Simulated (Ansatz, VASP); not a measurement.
## InPd: VASP beside Ansatz

The input INCAR:

```
  PREC = Accurate
  ENCUT = 600
  EDIFF = 1E-6
  ISMEAR = 0
  SIGMA = 0.1
  LREAL = F
  LASPH = T
  NELM = 100
  ALGO = Normal
  ISIF = 3
  LWAVE = F
  LCHARG = F
  GGA = PE
  IBRION = 2
  NSW = 100
  EDIFFG = -0.005
```

KPOINTS

```
Automatic mesh
0
Gamma
  14 14 14
```

POSCAR

```
InPd
1.0
    3.2718847800      0.0000000000      0.0000000000
    0.0000000000      3.2718847800      0.0000000000
    0.0000000000      0.0000000000      3.2718847800
In Pd
1 1
Direct
    0.0000000000      0.0000000000      0.0000000000
    0.5000000000      0.5000000000      0.5000000000
```

Input for Ansatz:

```yaml
crystal:
  lattice:
    - [3.27188478, 0.0, 0.0]
    - [0.0, 3.27188478, 0.0]
    - [0.0, 0.0, 3.27188478]
  atoms:
    - { symbol: In, position: [0.0, 0.0, 0.0] }
    - { symbol: Pd, position: [0.5, 0.5, 0.5] }
basis:
  ecutwfc: 420
kpoints:
  mp_grid: { grid: [14, 14, 14] }
hamiltonian:
  xc: pbe
scf:
  occupations: { method: gaussian, width: 0.1 }
output:
  forces: true
  stress: true
  eigenvalues: true
  write_density: true
  write_potential: true
  elf: true
  volumetric_format: npy
relax:
  adjacent_minimum: "off"
  f_tol: 0.005
  max_steps: 80
  cell: { stress_tol: 0.05 }
```

The cell comes from a database or a generator and needn't be the stable form of this composition.

Alike in both runs: task relaxation of cell and atoms; functional PBE; k mesh 14 × 14 × 14; occupations gaussian, width 0.1 eV; no spin polarisation.

```csv
,VASP,Ansatz
version,VASP 6.6.1,Ansatz 0.2.0
potentials or method,"VASP PAW PBE potentials, release 64 (In_d, Pd)","scalar-relativistic, plane waves, PAW"
plane-wave cutoff (eV),600,420
valence electrons in the cell,23,31
```

|  | VASP | Ansatz | Ansatz less VASP |
| --- | --- | --- | --- |
| gap on the k mesh at the Fermi level, each at its own relaxed structure (eV) | none | none | - |
| relaxed volume (Å³/atom) | 18.06 | 18.05 | -0.003 |
| relaxed cell length with the largest relative difference (Å) | 3.305 | 3.305 | -0.0002 |
| energy change over the relaxation (meV/atom) | -6 | -6 | +0.2 |

A gap of «none» marks a metal or a gap that the smearing closes. The two sets of potentials don't hold the same shells in valence.
